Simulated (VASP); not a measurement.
A run of VASP 6.6.1 is set up as follows.

Contents of INCAR:

```
PREC = Accurate ; ENCUT = 520
EDIFF = 1E-6 ; ISMEAR = 1
SIGMA = 0.1 ; LREAL = False
LASPH = True ; NELM = 80
ALGO = Normal ; ISIF = 2
LWAVE = False ; LCHARG = False
LMAXMIX = 4 ; NBANDS = 36
ICORELEVEL = 1 ; KPAR = 4
```

KPOINTS

```
Automatic mesh
0
Gamma
  8 8 8
```

File POSCAR:

```
CoSi                                    
1.0
    4.3526566667      0.0000000000      0.0000000000
    0.0000000000      4.3526566667      0.0000000000
    0.0000000000      0.0000000000      4.3526566667
  Co              Si            
     4     4
Direct
     0.1457906119323863    0.1457906119323863    0.1457906119323863
     0.3542093880676137    0.8542093880676137    0.6457906119323863
     0.6457906119323863    0.3542093880676137    0.8542093880676137
     0.8542093880676137    0.6457906119323863    0.3542093880676137
     0.8431294699187671    0.8431294699187671    0.8431294699187671
     0.6568705300812329    0.1568705300812329    0.3431294699187671
     0.3431294699187671    0.6568705300812329    0.1568705300812329
     0.1568705300812329    0.3431294699187671    0.6568705300812329
```

File KPOINTS_OPT:

```
explicit points
64
Reciprocal
 0.0000000000  0.0000000000  0.0000000000 1
 0.0000000000  0.0555555556  0.0000000000 1
 0.0000000000  0.1111111111  0.0000000000 1
 0.0000000000  0.1666666667  0.0000000000 1
 0.0000000000  0.2222222222  0.0000000000 1
 0.0000000000  0.2777777778  0.0000000000 1
 0.0000000000  0.3333333333  0.0000000000 1
 0.0000000000  0.3888888889  0.0000000000 1
 0.0000000000  0.4444444444  0.0000000000 1
 0.0000000000  0.5000000000  0.0000000000 1
 0.0000000000  0.5000000000  0.0000000000 1
 0.0555555556  0.5000000000  0.0000000000 1
 0.1111111111  0.5000000000  0.0000000000 1
 0.1666666667  0.5000000000  0.0000000000 1
 0.2222222222  0.5000000000  0.0000000000 1
 0.2777777778  0.5000000000  0.0000000000 1
 0.3333333333  0.5000000000  0.0000000000 1
 0.3888888889  0.5000000000  0.0000000000 1
 0.4444444444  0.5000000000  0.0000000000 1
 0.5000000000  0.5000000000  0.0000000000 1
 0.5000000000  0.5000000000  0.0000000000 1
 0.4444444444  0.4444444444  0.0000000000 1
 0.3888888889  0.3888888889  0.0000000000 1
 0.3333333333  0.3333333333  0.0000000000 1
 0.2777777778  0.2777777778  0.0000000000 1
 0.2222222222  0.2222222222  0.0000000000 1
 0.1666666667  0.1666666667  0.0000000000 1
 0.1111111111  0.1111111111  0.0000000000 1
 0.0555555556  0.0555555556  0.0000000000 1
 0.0000000000  0.0000000000  0.0000000000 1
 0.0000000000  0.0000000000  0.0000000000 1
 0.0555555556  0.0555555556  0.0555555556 1
 0.1111111111  0.1111111111  0.1111111111 1
 0.1666666667  0.1666666667  0.1666666667 1
 0.2222222222  0.2222222222  0.2222222222 1
 0.2777777778  0.2777777778  0.2777777778 1
 0.3333333333  0.3333333333  0.3333333333 1
 0.3888888889  0.3888888889  0.3888888889 1
 0.4444444444  0.4444444444  0.4444444444 1
 0.5000000000  0.5000000000  0.5000000000 1
 0.5000000000  0.5000000000  0.5000000000 1
 0.4444444444  0.5000000000  0.4444444444 1
 0.3888888889  0.5000000000  0.3888888889 1
 0.3333333333  0.5000000000  0.3333333333 1
 0.2777777778  0.5000000000  0.2777777778 1
 0.2222222222  0.5000000000  0.2222222222 1
 0.1666666667  0.5000000000  0.1666666667 1
 0.1111111111  0.5000000000  0.1111111111 1
 0.0555555556  0.5000000000  0.0555555556 1
 0.0000000000  0.5000000000  0.0000000000 1
 0.5000000000  0.5000000000  0.0000000000 1
 0.5000000000  0.5000000000  0.0555555556 1
 0.5000000000  0.5000000000  0.1111111111 1
 0.5000000000  0.5000000000  0.1666666667 1
 0.5000000000  0.5000000000  0.2222222222 1
 0.5000000000  0.5000000000  0.2777777778 1
 0.5000000000  0.5000000000  0.3333333333 1
 0.5000000000  0.5000000000  0.3888888889 1
 0.5000000000  0.5000000000  0.4444444444 1
 0.5000000000  0.5000000000  0.5000000000 1
 0.0000000000  0.0000000000  0.0000000000 1
 0.5000000000  0.5000000000  0.0000000000 1
 0.5000000000  0.5000000000  0.5000000000 1
 0.0000000000  0.5000000000  0.0000000000 1
```

Potentials or basis: VASP PAW LDA potentials, release 64 (Co, Si).

The run is started by

```bash
$ cat potpaw_LDA.64/Co/POTCAR potpaw_LDA.64/Si/POTCAR > POTCAR
$ mpirun -np 4 vasp_std > vasp.out
```

Predict the band gap along the path.

none (metal or under the smearing width).

Predict the pressure.

0.0 GPa.

Levels at the corners of the path, in eV from the Fermi level:
| point | band 22 | band 23 | band 24 | band 25 | band 26 | band 27 | band 28 | band 29 | band 30 | band 31 |
| --- | --- | --- | --- | --- | --- | --- | --- | --- | --- | --- |
| Γ | -0.97 | -0.83 | -0.83 | 0.01 | 0.01 | 0.01 | 2.76 | 2.76 | 2.76 | 3.10 |
| X | -1.12 | -0.68 | -0.68 | -0.51 | -0.51 | 1.10 | 1.10 | 1.68 | 1.68 | 4.51 |
| X | -1.12 | -0.68 | -0.68 | -0.51 | -0.51 | 1.10 | 1.10 | 1.68 | 1.68 | 4.51 |
| M | -1.59 | -1.07 | -1.07 | -0.03 | -0.03 | 0.66 | 0.66 | 2.23 | 2.23 | 2.72 |
| M | -1.59 | -1.07 | -1.07 | -0.03 | -0.03 | 0.66 | 0.66 | 2.23 | 2.23 | 2.72 |
| Γ | -0.97 | -0.83 | -0.83 | 0.01 | 0.01 | 0.01 | 2.76 | 2.76 | 2.76 | 3.10 |
| Γ | -0.97 | -0.83 | -0.83 | 0.01 | 0.01 | 0.01 | 2.76 | 2.76 | 2.76 | 3.10 |
| R | -1.31 | -1.31 | -1.31 | -0.23 | -0.23 | -0.23 | -0.23 | 5.76 | 5.76 | 5.76 |
| R | -1.31 | -1.31 | -1.31 | -0.23 | -0.23 | -0.23 | -0.23 | 5.76 | 5.76 | 5.76 |
| X | -1.12 | -0.68 | -0.68 | -0.51 | -0.51 | 1.10 | 1.10 | 1.68 | 1.68 | 4.51 |
| M | -1.59 | -1.07 | -1.07 | -0.03 | -0.03 | 0.66 | 0.66 | 2.23 | 2.23 | 2.72 |
| R | -1.31 | -1.31 | -1.31 | -0.23 | -0.23 | -0.23 | -0.23 | 5.76 | 5.76 | 5.76 |

Spin polarisation is off, so any magnetic state and its effect on volume and gap are missing.
